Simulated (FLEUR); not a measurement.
# SnO (P4/nmm) in FLEUR: notebook

Runs on SnO. Level: r2SCAN. Tasks: band structure, equation of state.

All numbers are computed with FLEUR MaX-R8.1 (later development tree); they aren't measurements. Logs are shortened: lines on timing, memory, paths and dates and some standing lists are left out, and cuts for length are marked.

### 1 Starting point

The structure is tetragonal, space group P4/nmm (No. 129). Conventional cell: a = 3.814 Å, b = 3.814 Å, c = 4.887 Å, α = 90.00°, β = 90.00°, γ = 90.00°. Sn (site symmetry 4mm) has 4 O at 2.23 Å as nearest neighbours. O (site symmetry -4m2) has 4 Sn at 2.23 Å as nearest neighbours.

The cell is a database's computed one.

### 2 Band structure, r2SCAN

inp.xml reads:

```xml
<?xml version="1.0" encoding="UTF-8" standalone="no"?>
<fleurInput fleurInputVersion="0.39">
   <comment>
      SnO                                                                                                 
   </comment>
   <calculationSetup>
      <cutoffs Kmax="4.42" Gmax="13.7" GmaxXC="13.7" numbands="0"/>
      <scfLoop itmax="80" minDistance="0.0001" maxIterBroyd="30" imix="Anderson" alpha="0.05" precondParam="0.0" spinf="2.0" sdNocoIR="T"/>
      <coreElectrons ctail="F" frcor="F" kcrel="0" coretail_lmax="0"/>
      <xcFunctional name="LibXC" relativisticCorrections="F">
         <LibXCName exchange="mgga_x_r2scan" correlation="mgga_c_r2scan"/>
         <AuxGGA exchange="117" correlation="130"/>
      </xcFunctional>
      <magnetism jspins="1"/>
      <soc l_soc="F" theta="0.0" phi="0.0" spav="F"/>
      <expertModes spex="0" secvar="F"/>
      <geometryOptimization l_f="F" forcealpha="1.0" forcemix="BFGS" epsdisp="0.00001" epsforce="0.00001"/>
      <ldaU l_linMix="F" mixParam="0.05" spinf="1.0"/>
   </calculationSetup>
   <cell>
      <bzIntegration valenceElectrons="56.0" mode="hist" fermiSmearingEnergy="0.00183747">
         <kPointListSelection listName="default-1"/>
         <!-- k-points included here -->
         <xi:include xmlns:xi="http://www.w3.org/2001/XInclude" href="kpts.xml"> </xi:include>
      </bzIntegration>
[... 36 lines left out ...]
         <energyParameters s="2" p="2" d="3" f="4"/>
         <lo type="SCLO" l="0" n="2" eDeriv="2"/>
         <lo type="SCLO" l="1" n="2" eDeriv="2"/>
         <lo type="SCLO" l="2" n="3" eDeriv="2"/>
      </species>
   </atomSpecies>
   <atomGroups>
      <atomGroup species="Tin (Sn)">
         <relPos label="                   1">1.000/4.000 -1.000/4.000 -.2353738600</relPos>
         <relPos label="                   2">-1.000/4.000 1.000/4.000 .2353738600</relPos>
         <force calculate="T" relaxXYZ="TTT"/>
      </atomGroup>
      <atomGroup species="Oxygen (O)">
         <relPos label="                   3">-1.000/4.000 -1.000/4.000 .0000000000</relPos>
         <relPos label="                   4">1.000/4.000 1.000/4.000 .0000000000</relPos>
         <force calculate="T" relaxXYZ="TTT"/>
      </atomGroup>
   </atomGroups>
   <output dos="F" band="F" slice="F">
      <checks vchk="F" cdinf="F"/>
      <bandDOS minEnergy="-.5*Htr" maxEnergy="0.5*Htr" sigma="0.015" storeEVData="T"/>
      <vacuumDOS vacdos="F" integ="F" star="F" nstars="0" locx1="0.0" locy1="0.0" locx2="0.0" locy2="0.0" nstm="0" tworkf="0.0"/>
      <unfoldingBand unfoldBand="F" supercellX="1" supercellY="1" supercellZ="1"/>
      <plotting iplot="0" polar="F">
         <plot TwoD="T" vec1="  1.0  0.0  0.0" vec2="  0.0  1.0  0.0" vec3="  0.0  0.0  1.0" zero="  0.0  0.0  0.0" file="plot"/>
      </plotting>
      <chargeDensitySlicing numkpt="0" minEigenval="0.0" maxEigenval="0.0" nnne="0" pallst="F"/>
      <specialOutput eonly="F"/>
      <moessbauerParams electricFieldGradient="T" isomerShift="T" coreHyperfine="T" valenceHyperfine="T"/>
      <magneticCircularDichroism mcd="F" energyLo="-10.0" energyUp="0.0"/>
   </output>
  <!-- We include the file relax.xml here to enable relaxations (see documentation) -->
  <xi:include xmlns:xi="http://www.w3.org/2001/XInclude" href="relax.xml"> <xi:fallback/> </xi:include>
</fleurInput>
```

crystal.txt reads:

```
SnO
&input cartesian=F /
3.8136952200  0.0000000000  0.0000000000
0.0000000000  3.8136952200  0.0000000000
0.0000000000  0.0000000000  4.8869133000
1.8897261246
1.0 1.0 1.0

4
50 0.5000000000  0.0000000000  0.7646261400
50 0.0000000000  0.5000000000  0.2353738600
8 0.0000000000  0.0000000000  0.0000000000
8 0.5000000000  0.5000000000  0.0000000000

&kpt div1=7 div2=7 div3=6 gamma=T /
```

inp.xml (bands) reads:

```
<?xml version="1.0" encoding="UTF-8" standalone="no"?>
<fleurInput fleurInputVersion="0.39">
   <comment>
      SnO                                                                                                 
   </comment>
   <calculationSetup>
      <cutoffs Kmax="4.42" Gmax="13.7" GmaxXC="13.7" numbands="0"/>
      <scfLoop itmax="80" minDistance="0.0001" maxIterBroyd="30" imix="Anderson" alpha="0.05" precondParam="0.0" spinf="2.0" sdNocoIR="T"/>
      <coreElectrons ctail="F" frcor="F" kcrel="0" coretail_lmax="0"/>
      <xcFunctional name="LibXC" relativisticCorrections="F">
         <LibXCName exchange="mgga_x_r2scan" correlation="mgga_c_r2scan"/>
         <AuxGGA exchange="117" correlation="130"/>
      </xcFunctional>
      <magnetism jspins="1"/>
      <soc l_soc="F" theta="0.0" phi="0.0" spav="F"/>
      <expertModes spex="0" secvar="F"/>
      <geometryOptimization l_f="F" forcealpha="1.0" forcemix="BFGS" epsdisp="0.00001" epsforce="0.00001"/>
      <ldaU l_linMix="F" mixParam="0.05" spinf="1.0"/>
   </calculationSetup>
   <cell>
      <bzIntegration valenceElectrons="56.0" mode="hist" fermiSmearingEnergy="0.00183747">
         <kPointListSelection listName="path-1"/>
         <!-- k-points included here -->
         <xi:include xmlns:xi="http://www.w3.org/2001/XInclude" href="kpts.xml"> </xi:include>
      </bzIntegration>
[... 36 lines left out ...]
         <energyParameters s="2" p="2" d="3" f="4"/>
         <lo type="SCLO" l="0" n="2" eDeriv="2"/>
         <lo type="SCLO" l="1" n="2" eDeriv="2"/>
         <lo type="SCLO" l="2" n="3" eDeriv="2"/>
      </species>
   </atomSpecies>
   <atomGroups>
      <atomGroup species="Tin (Sn)">
         <relPos label="                   1">1.000/4.000 -1.000/4.000 -.2353738600</relPos>
         <relPos label="                   2">-1.000/4.000 1.000/4.000 .2353738600</relPos>
         <force calculate="T" relaxXYZ="TTT"/>
      </atomGroup>
      <atomGroup species="Oxygen (O)">
         <relPos label="                   3">-1.000/4.000 -1.000/4.000 .0000000000</relPos>
         <relPos label="                   4">1.000/4.000 1.000/4.000 .0000000000</relPos>
         <force calculate="T" relaxXYZ="TTT"/>
      </atomGroup>
   </atomGroups>
   <output dos="F" band="T" slice="F">
      <checks vchk="F" cdinf="F"/>
      <bandDOS minEnergy="-.5*Htr" maxEnergy="0.5*Htr" sigma="0.015" storeEVData="T"/>
      <vacuumDOS vacdos="F" integ="F" star="F" nstars="0" locx1="0.0" locy1="0.0" locx2="0.0" locy2="0.0" nstm="0" tworkf="0.0"/>
      <unfoldingBand unfoldBand="F" supercellX="1" supercellY="1" supercellZ="1"/>
      <plotting iplot="0" polar="F">
         <plot TwoD="T" vec1="  1.0  0.0  0.0" vec2="  0.0  1.0  0.0" vec3="  0.0  0.0  1.0" zero="  0.0  0.0  0.0" file="plot"/>
      </plotting>
      <chargeDensitySlicing numkpt="0" minEigenval="0.0" maxEigenval="0.0" nnne="0" pallst="F"/>
      <specialOutput eonly="F"/>
      <moessbauerParams electricFieldGradient="T" isomerShift="T" coreHyperfine="T" valenceHyperfine="T"/>
      <magneticCircularDichroism mcd="F" energyLo="-10.0" energyUp="0.0"/>
   </output>
  <!-- We include the file relax.xml here to enable relaxations (see documentation) -->
  <xi:include xmlns:xi="http://www.w3.org/2001/XInclude" href="relax.xml"> <xi:fallback/> </xi:include>
</fleurInput>
```

Potentials or basis: all-electron, FLAPW.

The run is started by

```console
$ inpgen -f crystal.txt -profile fastHighL
$ # inp.xml edited to the form shown
$ fleur_MPI
$ fleur_MPI   # second run, on inp.xml (bands)
```

What it wrote:

```text
Welcome to FLEUR        (www.flapw.de)
      MaX-Release 8.1          (www.max-centre.eu)
 func_ids         498         497         498         497
 MetaGGA potential functional detected - V_tau will be computed
 Auxiliary Potential for radial basis: exchange=         117  correlation=         130
The functional 'Re-regularized SCAN exchange by Furness et al' is an exchange functional, it belongs to the 'MGGA' family and is defined in the reference(s):
[1] J. W. Furness, A. D. Kaplan, J. Ning, J. P. Perdew, and J. Sun.,  J. Phys. Chem. Lett. 11, 8208-8215 (2020)
[2] J. W. Furness, A. D. Kaplan, J. Ning, J. P. Perdew, and J. Sun.,  J. Phys. Chem. Lett. 11, 9248-9248 (2020)
The functional 'Re-regularized SCAN correlation by Furness et al' is a correlation functional, it belongs to the 'MGGA' family and is defined in the reference(s):
[1] J. W. Furness, A. D. Kaplan, J. Ning, J. P. Perdew, and J. Sun.,  J. Phys. Chem. Lett. 11, 8208-8215 (2020)
[2] J. W. Furness, A. D. Kaplan, J. Ning, J. P. Perdew, and J. Sun.,  J. Phys. Chem. Lett. 11, 9248-9248 (2020)
 Using same functional for VXC and EXC

 ========== k-point set info ==========
 Selected k-point list: default-1
 k-point list type: mesh
 7 x 7 x 6
 Number of k points: 40

 ------------Calculation Setup---------------------------
 Number of MPI-tasks      :            1
 Number of PE/node        :            1
 Number of OMP-threads    :            1
 Most efficient MPI parallelization for:
           1           2           4           5           8          10          20          40
 Additional eigenvalue parallelization possible
 Number of basis functions:          850
 Approximate size of matrices (H+S) per k-point:         0.011 GB
 --------------------------------------------------------
The functional 'Hammer, Hansen, and Norskov' is an exchange functional, it belongs to the 'GGA' family and is defined in the reference(s):
[1] B. Hammer, L. B. Hansen, and J. K. Nørskov.,  Phys. Rev. B 59, 7413 (1999)
The functional 'Perdew, Burke & Ernzerhof' is a correlation functional, it belongs to the 'GGA' family and is defined in the reference(s):
[1] J. P. Perdew, K. Burke, and M. Ernzerhof.,  Phys. Rev. Lett. 77, 3865 (1996)
[2] J. P. Perdew, K. Burke, and M. Ernzerhof.,  Phys. Rev. Lett. 78, 1396 (1997)
 Using same functional for VXC and EXC
 Using auxiliary GGA potential for the first iteration of MetaGGA calculation.
 Reset of history
 Reset of history
 Iteration:     1   Distance:      31.23541868 me/bohr^3
The functional 'Hammer, Hansen, and Norskov' is an exchange functional, it belongs to the 'GGA' family and is defined in the reference(s):
[1] B. Hammer, L. B. Hansen, and J. K. Nørskov.,  Phys. Rev. B 59, 7413 (1999)
The functional 'Perdew, Burke & Ernzerhof' is a correlation functional, it belongs to the 'GGA' family and is defined in the reference(s):
[1] J. P. Perdew, K. Burke, and M. Ernzerhof.,  Phys. Rev. Lett. 77, 3865 (1996)
[2] J. P. Perdew, K. Burke, and M. Ernzerhof.,  Phys. Rev. Lett. 78, 1396 (1997)
 Using same functional for VXC and EXC
 Iteration:     2   Distance:      27.69645000 me/bohr^3
The functional 'Hammer, Hansen, and Norskov' is an exchange functional, it belongs to the 'GGA' family and is defined in the reference(s):
[1] B. Hammer, L. B. Hansen, and J. K. Nørskov.,  Phys. Rev. B 59, 7413 (1999)
The functional 'Perdew, Burke & Ernzerhof' is a correlation functional, it belongs to the 'GGA' family and is defined in the reference(s):
[1] J. P. Perdew, K. Burke, and M. Ernzerhof.,  Phys. Rev. Lett. 77, 3865 (1996)
[2] J. P. Perdew, K. Burke, and M. Ernzerhof.,  Phys. Rev. Lett. 78, 1396 (1997)
 Using same functional for VXC and EXC
 Iteration:     3   Distance:      24.94369586 me/bohr^3
The functional 'Hammer, Hansen, and Norskov' is an exchange functional, it belongs to the 'GGA' family and is defined in the reference(s):
[1] B. Hammer, L. B. Hansen, and J. K. Nørskov.,  Phys. Rev. B 59, 7413 (1999)
The functional 'Perdew, Burke & Ernzerhof' is a correlation functional, it belongs to the 'GGA' family and is defined in the reference(s):
[1] J. P. Perdew, K. Burke, and M. Ernzerhof.,  Phys. Rev. Lett. 77, 3865 (1996)
[2] J. P. Perdew, K. Burke, and M. Ernzerhof.,  Phys. Rev. Lett. 78, 1396 (1997)
 Using same functional for VXC and EXC
 Iteration:     4   Distance:      14.66363479 me/bohr^3
The functional 'Hammer, Hansen, and Norskov' is an exchange functional, it belongs to the 'GGA' family and is defined in the reference(s):
[1] B. Hammer, L. B. Hansen, and J. K. Nørskov.,  Phys. Rev. B 59, 7413 (1999)
The functional 'Perdew, Burke & Ernzerhof' is a correlation functional, it belongs to the 'GGA' family and is defined in the reference(s):
[1] J. P. Perdew, K. Burke, and M. Ernzerhof.,  Phys. Rev. Lett. 77, 3865 (1996)
[2] J. P. Perdew, K. Burke, and M. Ernzerhof.,  Phys. Rev. Lett. 78, 1396 (1997)
 Using same functional for VXC and EXC
 Iteration:     5   Distance:      10.22336779 me/bohr^3
The functional 'Hammer, Hansen, and Norskov' is an exchange functional, it belongs to the 'GGA' family and is defined in the reference(s):
[1] B. Hammer, L. B. Hansen, and J. K. Nørskov.,  Phys. Rev. B 59, 7413 (1999)
The functional 'Perdew, Burke & Ernzerhof' is a correlation functional, it belongs to the 'GGA' family and is defined in the reference(s):
[1] J. P. Perdew, K. Burke, and M. Ernzerhof.,  Phys. Rev. Lett. 77, 3865 (1996)
[2] J. P. Perdew, K. Burke, and M. Ernzerhof.,  Phys. Rev. Lett. 78, 1396 (1997)
 Using same functional for VXC and EXC
 Iteration:     6   Distance:       1.40862019 me/bohr^3
The functional 'Hammer, Hansen, and Norskov' is an exchange functional, it belongs to the 'GGA' family and is defined in the reference(s):
[1] B. Hammer, L. B. Hansen, and J. K. Nørskov.,  Phys. Rev. B 59, 7413 (1999)
The functional 'Perdew, Burke & Ernzerhof' is a correlation functional, it belongs to the 'GGA' family and is defined in the reference(s):
[1] J. P. Perdew, K. Burke, and M. Ernzerhof.,  Phys. Rev. Lett. 77, 3865 (1996)
[2] J. P. Perdew, K. Burke, and M. Ernzerhof.,  Phys. Rev. Lett. 78, 1396 (1997)
 Using same functional for VXC and EXC
[... 47 lines left out ...]
[2] J. P. Perdew, K. Burke, and M. Ernzerhof.,  Phys. Rev. Lett. 78, 1396 (1997)
 Using same functional for VXC and EXC
 Iteration:    14   Distance:       0.00305026 me/bohr^3
The functional 'Hammer, Hansen, and Norskov' is an exchange functional, it belongs to the 'GGA' family and is defined in the reference(s):
[1] B. Hammer, L. B. Hansen, and J. K. Nørskov.,  Phys. Rev. B 59, 7413 (1999)
The functional 'Perdew, Burke & Ernzerhof' is a correlation functional, it belongs to the 'GGA' family and is defined in the reference(s):
[1] J. P. Perdew, K. Burke, and M. Ernzerhof.,  Phys. Rev. Lett. 77, 3865 (1996)
[2] J. P. Perdew, K. Burke, and M. Ernzerhof.,  Phys. Rev. Lett. 78, 1396 (1997)
 Using same functional for VXC and EXC
 Iteration:    15   Distance:       0.00301517 me/bohr^3
The functional 'Hammer, Hansen, and Norskov' is an exchange functional, it belongs to the 'GGA' family and is defined in the reference(s):
[1] B. Hammer, L. B. Hansen, and J. K. Nørskov.,  Phys. Rev. B 59, 7413 (1999)
The functional 'Perdew, Burke & Ernzerhof' is a correlation functional, it belongs to the 'GGA' family and is defined in the reference(s):
[1] J. P. Perdew, K. Burke, and M. Ernzerhof.,  Phys. Rev. Lett. 77, 3865 (1996)
[2] J. P. Perdew, K. Burke, and M. Ernzerhof.,  Phys. Rev. Lett. 78, 1396 (1997)
 Using same functional for VXC and EXC
 Iteration:    16   Distance:       0.00041686 me/bohr^3
The functional 'Hammer, Hansen, and Norskov' is an exchange functional, it belongs to the 'GGA' family and is defined in the reference(s):
[1] B. Hammer, L. B. Hansen, and J. K. Nørskov.,  Phys. Rev. B 59, 7413 (1999)
The functional 'Perdew, Burke & Ernzerhof' is a correlation functional, it belongs to the 'GGA' family and is defined in the reference(s):
[1] J. P. Perdew, K. Burke, and M. Ernzerhof.,  Phys. Rev. Lett. 77, 3865 (1996)
[2] J. P. Perdew, K. Burke, and M. Ernzerhof.,  Phys. Rev. Lett. 78, 1396 (1997)
 Using same functional for VXC and EXC
 Iteration:    17   Distance:       0.00043216 me/bohr^3
The functional 'Hammer, Hansen, and Norskov' is an exchange functional, it belongs to the 'GGA' family and is defined in the reference(s):
[1] B. Hammer, L. B. Hansen, and J. K. Nørskov.,  Phys. Rev. B 59, 7413 (1999)
The functional 'Perdew, Burke & Ernzerhof' is a correlation functional, it belongs to the 'GGA' family and is defined in the reference(s):
[1] J. P. Perdew, K. Burke, and M. Ernzerhof.,  Phys. Rev. Lett. 77, 3865 (1996)
[2] J. P. Perdew, K. Burke, and M. Ernzerhof.,  Phys. Rev. Lett. 78, 1396 (1997)
 Using same functional for VXC and EXC
 Iteration:    18   Distance:       0.00003628 me/bohr^3

 ********************************************************************
 Run finished successfully
 Stop message:
   all done
 ********************************************************************
```

Run time: 3.9 min. Hardware: 1 thread of Intel Xeon at 2.70GHz, shared host; peak memory 0.11 GiB.

Results:

| Property | Result |
| --- | --- |
| Free energy | -340386.6611 eV |
| Band gap on the k mesh | 0.50 eV, indirect (least direct gap 2.41 eV) |
| Band gap along the path | 0.28 eV, indirect (least direct gap 2.37 eV) |
| Valence electrons inside the program's atomic spheres | Sn 19.19; O 5.28 (radii Sn 2.26, O 1.63 bohr) |

Levels at the corners of the path, in eV from the valence-band top:
| point | band 25 | band 26 | band 27 | band 28 | band 29 | band 30 | band 31 | band 32 |
| --- | --- | --- | --- | --- | --- | --- | --- | --- |
| Γ | -3.83 | -3.53 | -3.53 | 0.00 | 2.41 | 4.54 | 4.93 | 4.93 |
| X | -5.20 | -5.20 | -2.91 | -2.91 | 3.43 | 3.43 | 6.21 | 6.21 |
| M | -2.86 | -2.86 | -2.10 | -2.10 | 0.28 | 0.28 | 4.77 | 4.77 |
| Γ | -3.83 | -3.53 | -3.53 | 0.00 | 2.41 | 4.54 | 4.93 | 4.93 |
| Z | -3.54 | -3.54 | -3.16 | -2.50 | 2.03 | 3.21 | 3.21 | 3.83 |
| R | -5.17 | -5.17 | -1.98 | -1.98 | 2.76 | 2.76 | 5.73 | 5.73 |
| A | -2.86 | -2.86 | -2.85 | -2.85 | 2.52 | 2.52 | 4.31 | 4.31 |
| Z | -3.54 | -3.54 | -3.16 | -2.50 | 2.03 | 3.21 | 3.21 | 3.83 |
| X | -5.20 | -5.20 | -2.91 | -2.91 | 3.43 | 3.43 | 6.21 | 6.21 |
| R | -5.17 | -5.17 | -1.98 | -1.98 | 2.76 | 2.76 | 5.73 | 5.73 |
| M | -2.86 | -2.86 | -2.10 | -2.10 | 0.28 | 0.28 | 4.77 | 4.77 |
| A | -2.86 | -2.86 | -2.85 | -2.85 | 2.52 | 2.52 | 4.31 | 4.31 |

Core levels (eV from the Fermi level):
```tsv
atom	levels
1 Sn	1s1/2 -28993.2, 2s1/2 -4372.3, 2p1/2 -4083.2, 2p3/2 -3852.6, 3s1/2 -840.5, 3p1/2 -723.2, 3p3/2 -681.1, 3d3/2 -474.0, 3d5/2 -465.3
2 Sn	1s1/2 -28993.2, 2s1/2 -4372.3, 2p1/2 -4083.2, 2p3/2 -3852.6, 3s1/2 -840.5, 3p1/2 -723.2, 3p3/2 -681.1, 3d3/2 -474.0, 3d5/2 -465.3
3 O	1s1/2 -506.8
4 O	1s1/2 -506.8
```

Caveat: the meta-GGA is that of a development version, with a GGA for the radial functions and cores and without core tails; spin-orbit coupling is left out, which moves the levels of the heavy elements; the mesh misses the band edges, which the band path finds closer together. r2SCAN opens gaps a little over a GGA but as a rule still falls short of measured ones.

(Part 1 of 2 ends here.)
